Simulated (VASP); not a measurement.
# Rh in VASP: notebook

One sheet, Rh, is run at these levels: RPBE, PBE+D3, PBEsol, PBEsol+U; tasks: relaxation of the atoms, single point.

Everything below comes from runs of VASP 6.6.1. Logs are shortened: lines on timing, memory, paths and dates and some standing lists are left out, and cuts for length are marked.

### 1 The sheet as given

The cell holds a sheet with vacuum, 1 atom: a = 2.430 Å, b = 2.430 Å, c = 23.800 Å, α = 90.00°, β = 90.00°, γ = 93.94°.

The cell was built by a generator and needn't be a form met in nature.

### 2 Relaxation of the atoms, RPBE

The input, INCAR:

```
SYSTEM = Rh
ALGO     = Normal         ! electronic algorithm
DIPOL    = 0.5 0.5 0.294
EDIFF    = 1E-7           ! SCF threshold, eV
EDIFFG   = -0.01          ! ionic threshold
ENCUT    = 520            ! plane-wave cutoff, eV
GGA      = RP             ! functional
IBRION   = 2              ! ionic algorithm
IDIPOL   = 3            
ISIF     = 2              ! what is computed and relaxed
ISMEAR   = 0              ! smearing method
LASPH    = .True.         ! aspherical terms in the spheres
LCHARG   = .False.        ! write CHGCAR
LDIPOL   = .True.       
LREAL    = .False.        ! projectors in reciprocal space
LWAVE    = .False.        ! write WAVECAR
NELM     = 100            ! most SCF steps
NSW      = 40             ! ionic steps
PREC     = Accurate       ! precision mode
SIGMA    = 0.05           ! smearing width, eV
```

The input, KPOINTS:

```
k-points
0
Gamma
  11 11 1
  0 0 0
```

The input, POSCAR:

```
Rh
1.0
    2.4265300000      0.1231000000      0.0000000000
   -0.2893500000      2.4123600000      0.0000000000
    0.0000000000      0.0000000000     23.8000000000
Rh
1
Selective dynamics
Direct
    0.5000000000      0.5000000000      0.2941200000  F F F
```

Potentials or basis: VASP PAW PBE potentials, release 64 (Rh_pv).

Launch:

```console
$ cat potpaw_PBE.64/Rh_pv/POTCAR > POTCAR
$ mpirun -np 1 vasp_std > vasp.out
```

OUTCAR:

```text
SYSTEM = Rh
   EDIFF = 1E-7
   EDIFFG = -0.01
   ENCUT = 520
   GGA = RP
   IBRION = 2
   ISIF = 2
   ISMEAR = 0
   LASPH = .True.
   LREAL = .False.
   NELM = 100
   NSW = 40
   PREC = Accurate

 ion  position               nearest neighbor table
   1  0.500  0.500  0.294-

  LATTYP: Found a base centered orthorhombic cell.
 ALAT       =     3.3160361524
 B/A-ratio  =     1.0711588953
 C/A-ratio  =     7.1772438255

  Lattice vectors:

 A1 = (   2.4265300000,   0.1231000000,   0.0000000000)
 A2 = (  -0.2893500000,   2.4123600000,   0.0000000000)
 A3 = (   0.0000000000,   0.0000000000,  23.8000000000)

Analysis of symmetry for initial positions (statically):
=====================================================================
 Subroutine PRICEL returns:
 Original cell was already a primitive cell.

 Routine SETGRP: Setting up the symmetry group for a
 base centered orthorhombic supercell.

 Subroutine GETGRP returns: Found  8 space group operations
 (whereof  4 operations were pure point group operations)
 out of a pool of  8 trial point group operations.

The static configuration has the point symmetry C_2v.
 The point group associated with its full space group is D_2h.

Analysis of symmetry for dynamics (positions and initial velocities):
=====================================================================
 Subroutine PRICEL returns:
 Original cell was already a primitive cell.

 Routine SETGRP: Setting up the symmetry group for a
 base centered orthorhombic supercell.

 Subroutine GETGRP returns: Found  8 space group operations
 (whereof  4 operations were pure point group operations)
 out of a pool of  8 trial point group operations.

The dynamic configuration has the point symmetry C_2v.
 The point group associated with its full space group is D_2h.

Analysis of constrained symmetry for selective dynamics:
=====================================================================
 Subroutine PRICEL returns:
 Original cell was already a primitive cell.

 Routine SETGRP: Setting up the symmetry group for a
 base centered orthorhombic supercell.

 Subroutine GETGRP returns: Found  8 space group operations
 (whereof  4 operations were pure point group operations)
 out of a pool of  8 trial point group operations.

The constrained configuration has the point symmetry C_2v.
 The point group associated with its full space group is D_2h.

 Subroutine INISYM returns: Found  8 space group operations
 (whereof  4 operations are pure point group operations),
 and found     1 'primitive' translations

----------------------------------------------------------------------------------------

                                     Primitive cell

  volume of cell :     140.1649

  direct lattice vectors                    reciprocal lattice vectors
     2.426530000  0.123100000  0.000000000     0.409618631  0.049131618  0.000000000
    -0.289350000  2.412360000  0.000000000    -0.020902375  0.412024697  0.000000000
     0.000000000  0.000000000 23.800000000     0.000000000  0.000000000  0.042016807

  length of vectors
     2.429650479  2.429651043 23.800000000     0.412554650  0.412554554  0.042016807

  position of ions in fractional coordinates (direct lattice)
     0.500000000  0.500000000  0.294120000

  ion indices of the primitive-cell ions
   primitive index   ion index
                 1           1

----------------------------------------------------------------------------------------

 KPOINTS: k-points

Automatic generation of k-mesh.
 Grid dimensions read from file:
 generate k-points for:   11   11    1

 Generating k-lattice:

  Cartesian coordinates                     Fractional coordinates (reciprocal lattice)
     0.037238057  0.004466511  0.000000000     0.090909091  0.000000000  0.000000000
    -0.001900216  0.037456791  0.000000000     0.000000000  0.090909091  0.000000000
     0.000000000  0.000000000  0.042016807     0.000000000  0.000000000  1.000000000

  Length of vectors
     0.037504968  0.037504959  0.042016807

  Shift w.r.t. Gamma in fractional coordinates (k-lattice)
     0.000000000  0.000000000  0.000000000

 Subroutine IBZKPT returns following result:
 ===========================================

 Found     36 irreducible k-points:

 Following reciprocal coordinates:
            Coordinates               Weight
  0.000000  0.000000  0.000000      1.000000
  0.090909 -0.000000  0.000000      4.000000
  0.181818  0.000000  0.000000      4.000000
  0.272727 -0.000000  0.000000      4.000000
  0.363636 -0.000000  0.000000      4.000000
  0.454545 -0.000000  0.000000      4.000000
[... 16 lines left out ...]
 -0.272727  0.181818  0.000000      4.000000
 -0.181818  0.181818  0.000000      2.000000
 [... further k-points ...]
   k-points           NKPTS =     36   k-points in BZ     NKDIM =     36   number of bands    NBANDS=     11
   number of dos      NEDOS =    301   number of ions     NIONS =      1
   total plane-waves  NPLWV =  58320
   dimension x,y,z NGX =    18 NGY =   18 NGZ =  180
   dimension x,y,z NGXF=    36 NGYF=   36 NGZF=  360
   ions per type =               1
   NGX,Y,Z   is equivalent  to a cutoff of  12.32, 12.32, 12.57 a.u.
   NGXF,Y,Z  is equivalent  to a cutoff of  24.63, 24.63, 25.15 a.u.
 SYSTEM =  Rh
   PREC   = accura    normal or accurate (medium, high low for compatibility)
   ISTART =      0    job   : 0-new  1-cont  2-samecut
   ICHARG =      2    charge: 1-file 2-atom 10-const
   ISPIN  =      1    spin polarized calculation?
   LNONCOLLINEAR =      F non collinear calculations
   LSORBIT =      F    spin-orbit coupling
   LASPH  =      T    aspherical Exc in radial PAW
   ENCUT  =  520.0 eV  38.22 Ry    6.18 a.u.   4.52  4.52 44.25*2*pi/ulx,y,z
   NELM   =    100;   NELMIN=  2; NELMDL= -5     # of ELM steps
   EDIFF  = 0.1E-06   stopping-criterion for ELM
   LREAL  =      F    real-space projection
   EDIFFG = -.1E-01   stopping-criterion for IOM
   NSW    =     40    number of steps for IOM
   IBRION =      2    ionic relax: 0-MD 1-quasi-New 2-CG
   NFREE  =      1    steps in history (QN), initial steepest desc. (CG)
   ISIF   =      2    stress and relaxation
   ISYM   =      2    0-nonsym 1-usesym 2-fastsym
   POTIM  = 0.5000    time-step for ionic-motion
   TEBEG  =    0.0;   TEEND  =   0.0 temperature during run
   PSTRESS=    0.0 pullay stress
   NELECT =      15.0000    total number of electrons
   NUPDOWN=      -1.0000    fix difference up-down
   EMIN   =  10.00;   EMAX   =-10.00  energy-range for DOS
[... 5 lines left out ...]
     AMIX     =   0.40;   BMIX     =  1.00
     AMIX_MAG =   1.60;   BMIX_MAG =  1.00
  volume/ion in A,a.u.               =     140.16       945.88
  Fermi-wavevector in a.u.,A,eV,Ry     =   0.777247  1.468783  8.219445  0.604112
  Thomas-Fermi vector in A             =   1.879894
   LORBIT       =      0    0 simple, 1 ext, 2 COOP (PROOUT), +10 PAW based schemes
   GGA     = RP    functional components
   LHFCALC =     F    Hartree Fock is set to
   AEXX    =    0.0000 exact exchange contribution
   IVDW    =     0    specifies the selected vdW correction
   LEPSILON=     F    determine dielectric tensor
   LRPA    =     F    only Hartree local field effects (RPA)
 conjugate gradient relaxation of ions
 non-spin polarized calculation
 Gauss-broadening in eV      SIGMA  =   0.05
  energy-cutoff  :      520.00
  volume of cell :      140.16
 maximum number of plane-waves:      3845
 NGX is ok and might be reduce to    18
   NGX =  9   NGY =  9   NGZ = 89

 dipolmoment           0.000000      0.000000     -0.000001 electrons x Angstroem

 number of electron      15.0000001 magnetization

 dipolmoment           0.000000      0.000000      0.000000 electrons x Angstroem

 Free energy of the ion-electron system (eV)
  ---------------------------------------------------
  ext. energy  EPLUGINS =         0.00000000
  ---------------------------------------------------
  free energy    TOTEN  =        -4.92910157 eV

  energy without entropy =       -4.92584118  energy(sigma->0) =       -4.92747137

 E-fermi :  -3.6288     XC(G=0):  -2.1210

 val. band max:       -3.6396821171   @ k =   0.2727   0.0909   0.0000
 cond. band min:      -3.6262915793   @ k =   0.0909   0.0909   0.0000
 fundamental gap:      0.0133905377
 Fermi energy:        -3.6288267752

 k-point     1 :       0.0000    0.0000    0.0000
  band No.  band energies     occupation
      1     -49.5811      2.00000
      2     -49.5698      2.00000
      3     -49.5696      2.00000
      4      -9.2202      2.00000
      5      -9.0738      2.00000
      6      -5.7215      2.00000
      7      -3.4472      0.00000
      8      -3.3186      0.00000
      9      -2.4978      0.00000
     10      -2.2622      0.00000
     11       1.3712      0.00000

 k-point     2 :       0.0909   -0.0000    0.0000
  band No.  band energies     occupation
      1     -49.6609      2.00000
      2     -49.5683      2.00000
      3     -49.5607      2.00000
      4      -9.0652      2.00000
      5      -8.7209      2.00000
      6      -5.6084      2.00000
      7      -4.1232      2.00000
      8      -3.3499      0.00000
      9      -2.7195      0.00000
     10      -1.5873      0.00000
     11       1.5746      0.00000

 k-point     3 :       0.1818    0.0000    0.0000
  band No.  band energies     occupation
      1     -49.8866      2.00000
      2     -49.5499      2.00000
      3     -49.5362      2.00000
      4      -8.8408      2.00000
      5      -7.5097      2.00000
      6      -5.2785      2.00000
      7      -5.2216      2.00000
      8      -3.2793      0.00000
      9      -3.2718      0.00000
     10      -0.5309      0.00000
     11       2.1836      0.00000
[... 267 lines left out ...]
 k-point    23 :      -0.2727    0.1818    0.0000
  band No.  band energies     occupation
      1     -50.1403      2.00000
      2     -49.8198      2.00000
      3     -49.4726      2.00000
      4      -7.0828      2.00000
      5      -6.3368      2.00000
      6      -6.0119      2.00000
      7      -4.9927      2.00000
      8      -4.4177      2.00000
      9      -3.4937      0.00013
     10       1.7377      0.00000
     11       3.8628      0.00000

 k-point    24 :      -0.1818    0.1818    0.0000
  band No.  band energies     occupation
      1     -49.8753      2.00000
      2     -49.8290      2.00000
      3     -49.5041      2.00000
      4      -7.3623      2.00000
      5      -7.2962      2.00000
      6      -5.3230      2.00000
      7      -5.1260      2.00000
      8      -4.3382      2.00000
      9      -3.9833      2.00000
     10       0.6294      0.00000
     11       2.8956      0.00000

 [... further k-points ...]

------------------------ aborting loop because EDIFF is reached ----------------------------------------

 vacuum level on the upper side and lower side of the slab       (xc-potential included)        -0.008        -0.008

  FORCE on cell =-STRESS in cart. coord.  units (eV):
  Direction    XX          YY          ZZ          XY          YZ          ZX
  --------------------------------------------------------------------------------------
  -------------------------------------------------------------------------------------
  Total        0.5073076      0.5253941     -0.0083412      0.0526618      0.0000000      0.0000000
  in kB        5.7988596      6.0056001     -0.0953456      0.6019595      0.0000000      0.0000000
  external PRESSURE =       3.9030380 kB  Pullay stress =       0.0000000 kB

 VOLUME and BASIS-vectors are now :
 -----------------------------------------------------------------------------
  energy-cutoff  :      520.00
  volume of cell :      140.16
      direct lattice vectors                 reciprocal lattice vectors
     2.426530000  0.123100000  0.000000000     0.409618631  0.049131618  0.000000000
    -0.289350000  2.412360000  0.000000000    -0.020902375  0.412024697  0.000000000
     0.000000000  0.000000000 23.800000000     0.000000000  0.000000000  0.042016807

 POSITION                                       TOTAL-FORCE (eV/Angst)
 -----------------------------------------------------------------------------------
      1.06859      1.26773      7.00006        -0.000000      0.000000     -0.000000
 -----------------------------------------------------------------------------------
    total drift:                                0.000000      0.000000      0.000059

  FREE ENERGIE OF THE ION-ELECTRON SYSTEM (eV)
  ---------------------------------------------------
  free  energy   TOTEN  =        -4.9291015652 eV

  energy  without entropy=       -4.9258411820  energy(sigma->0) =       -4.92747137

 reached required accuracy - stopping structural energy minimisation

 vacuum level on the upper side and lower side of the slab         1.723         1.723
```

It took 56 s on 1 thread of AMD EPYC 7R13 (Zen 3), shared host; peak memory 0.21 GiB.

What came out:

```
Free energy            : -4.9291 eV
Band gap on the k mesh : none (metal or under the smearing width)
```

Final structure:
```
CELL_PARAMETERS angstrom
2.42653 0.12310 0.00000
-0.28935 2.41236 0.00000
0.00000 0.00000 23.80000
ATOMIC_POSITIONS crystal
Rh 0.50000 0.50000 0.29412
```

Caveat: the relaxation stopped at its first step, so nothing moved; the PAW data sets were made with another functional, which shifts forces and pressure a little.

### 3 Relaxation of the atoms, PBE+D3

The input, INCAR:

```
SYSTEM = Rh
PREC     = Accurate       ! precision mode
ENCUT    = 520            ! plane-wave cutoff, eV
EDIFF    = 1E-7           ! SCF threshold, eV
ISMEAR   = 0              ! smearing method
SIGMA    = 0.05           ! smearing width, eV
LREAL    = .FALSE.        ! projectors in reciprocal space
LASPH    = .TRUE.         ! aspherical terms in the spheres
NELM     = 80             ! most SCF steps
ALGO     = Normal         ! electronic algorithm
ISIF     = 2              ! what is computed and relaxed
LWAVE    = .FALSE.        ! write WAVECAR
LCHARG   = .FALSE.        ! write CHGCAR
LDIPOL   = .TRUE.       
IDIPOL   = 3            
DIPOL    = 0.5 0.5 0.294
GGA      = PE             ! functional
IVDW     = 11             ! dispersion correction
IBRION   = 2              ! ionic algorithm
NSW      = 60             ! ionic steps
EDIFFG   = -0.01          ! ionic threshold
```

The input, KPOINTS:

```
Automatic mesh
0
G
  11 11 1
  0 0 0
```

POSCAR is that of step 2.

Potentials or basis: VASP PAW PBE potentials, release 64 (Rh_pv).

Launch:

```console
$ cat potpaw_PBE.64/Rh_pv/POTCAR > POTCAR
$ mpirun -np 1 vasp_std > vasp.out
```

Run time: 59 s. Hardware: 1 thread of AMD EPYC 7R13 (Zen 3), shared host; peak memory 0.21 GiB.

It converged, with:

```yaml
Free_energy: -5.5481 eV
Band_gap_on_the_k_mesh: none (metal or under the smearing width)
Dispersion_energy_per_atom: -0.137 eV
```

Final structure:
```
Rh
1.0
     2.42653    0.12310    0.00000
    -0.28935    2.41236    0.00000
     0.00000    0.00000   23.80000
Rh
1
Cartesian
  1.0686 1.2677 7.0001
```

Levels at points of the mesh, in eV from the Fermi level:
```csv
k point,band 5,band 6,band 7,band 8,band 9,band 10
"(0.00, 0.00, 0.00)",-5.45,-2.11,0.19,0.31,1.14,1.34
```

Caveat: the relaxation stopped at its first step, so nothing moved.

### 4 Single point, PBEsol

The input, INCAR:

```
ALGO = Normal ; DIPOL = 0.5 0.5 0.294
EDIFF = 1E-6 ; ENCUT = 520
GGA = PS ; IDIPOL = 3
ISIF = 2 ; ISMEAR = -1
LASPH = True ; LCHARG = True
LDIPOL = True ; LELF = True
LREAL = False ; LVACPOTAV = True
LVHAR = True ; LWAVE = False
NELM = 60 ; PREC = Accurate
SIGMA = 0.05
```

The input, KPOINTS:

```
k-points
0
Gamma
  11 11 1
```

Edit POSCAR of step 3 so:

```diff
@@ -7,4 +7,3 @@
 1
-Selective dynamics
 Direct
-    0.5000000000      0.5000000000      0.2941200000  F F F
+    0.5000000000      0.5000000000      0.2941200000
```

Launch:

```console
$ cat potpaw_PBE.64/Rh_pv/POTCAR > POTCAR
$ mpirun -np 1 vasp_std > vasp.out
```

Wall time 47 s (1 thread of Intel Xeon Platinum 8488C (Sapphire Rapids), shared host); peak memory 0.24 GiB.

The run converged. Its results:

- Free energy: -6.0058 eV
- Band gap on the k mesh: none (metal or under the smearing width)
- Work function of the upper face: 5.69 eV
- Work function of the lower face: 5.69 eV

Levels at points of the mesh, in eV from the Fermi level:
```tsv
k point	band 4	band 5	band 6	band 7	band 8	band 9	band 10	band 11
(0.00, 0.00, 0.00)	-5.68	-5.46	-2.09	0.20	0.33	1.16	1.36	5.44
```

Caveat: the PAW data sets were made with another functional, which shifts forces and pressure a little.

### 5 Single point, PBEsol+U

The input, INCAR:

```
ALGO = Normal ; DIPOL = 0.5 0.5 0.294
EDIFF = 1E-6 ; ENCUT = 520
GGA = PS ; IDIPOL = 3
ISIF = 2 ; ISMEAR = -1
LASPH = True ; LCHARG = True
LDAU = True ; LDAUJ = 0
LDAUL = 2 ; LDAUPRINT = 1
LDAUTYPE = 2 ; LDAUU = 2
LDIPOL = True ; LELF = True
LMAXMIX = 4 ; LREAL = False
LVACPOTAV = True ; LVHAR = True
LWAVE = False ; NELM = 60
PREC = Accurate ; SIGMA = 0.05
```

KPOINTS is that of step 4.

POSCAR is that of step 4.

Launch:

```console
$ cat potpaw_PBE.64/Rh_pv/POTCAR > POTCAR
$ mpirun -np 1 vasp_std > vasp.out
```

Wall time 48 s (1 thread of Intel Xeon Platinum 8488C (Sapphire Rapids), shared host); peak memory 0.24 GiB.

The run converged. Its results:

```
Free energy                     : -4.0614 eV
Band gap on the k mesh          : none (metal or under the smearing width)
Work function of the upper face : 5.76 eV
Work function of the lower face : 5.76 eV
```

Levels at points of the mesh, in eV from the Fermi level:
```
           k point  band 3  band 4  band 5  band 6  band 7  band 8  band 9  band 10  band 11
(0.00, 0.00, 0.00)  -45.42   -5.66   -5.59   -2.12    0.21    0.37    1.20     1.57     5.52
```

Eigenvalues of the final occupation matrices:
```csv
site,spin,trace,eigenvalues
site 1 d,1,3.65,0.66 0.68 0.71 0.73 0.87
site 1 d,2,3.65,0.66 0.68 0.71 0.73 0.87
```

Caveat: the PAW data sets were made with another functional, which shifts forces and pressure a little; U without spin polarisation on a metal has little footing; the U is typed as a test and isn't derived for this compound.

### 6 The reference run

An earlier run on the cell as given: functional PBE; potentials or basis VASP PAW PBE potentials, release 64 (Rh_pv); cutoff 520 eV; k mesh 11 × 11 × 1; occupations fermi-dirac, width 0.05 eV; no spin polarisation.

* Band gap on the k mesh: none (metal or under the smearing width)

### 7 The runs side by side

```tsv
task	level	U	cell	smearing	atoms held fixed (from 0)	gap on the mesh (eV)	work function (eV)
relaxation of the atoms	RPBE	-	atoms relaxed	gaussian 0.05 eV	[0]	none	-
relaxation of the atoms	PBE+D3	-	atoms relaxed	gaussian 0.05 eV	[0]	none	-
single point	PBEsol	-	as given	fermi-dirac 0.05 eV	-	none	5.69
single point	PBEsol+U	Rh d U = 2 eV	as given	fermi-dirac 0.05 eV	-	none	5.76
single point	PBE	-	as given	fermi-dirac 0.05 eV	-	none	-
```

Alike in all rows: potentials or basis VASP PAW PBE potentials, release 64 (Rh_pv); no spin polarisation; k mesh 11 × 11 × 1; cutoff (eV) 520.

Every run on the cell as given and a fine mesh finds a metal.

Caveats: the PAW data sets were made with another functional, which shifts forces and pressure a little (some runs); the relaxation stopped at its first step, so nothing moved (some runs); U without spin polarisation on a metal has little footing (some runs); the U is typed as a test and isn't derived for this compound (some runs).

Total energies depend on the potentials used, so only differences within one code and one set of settings carry meaning.
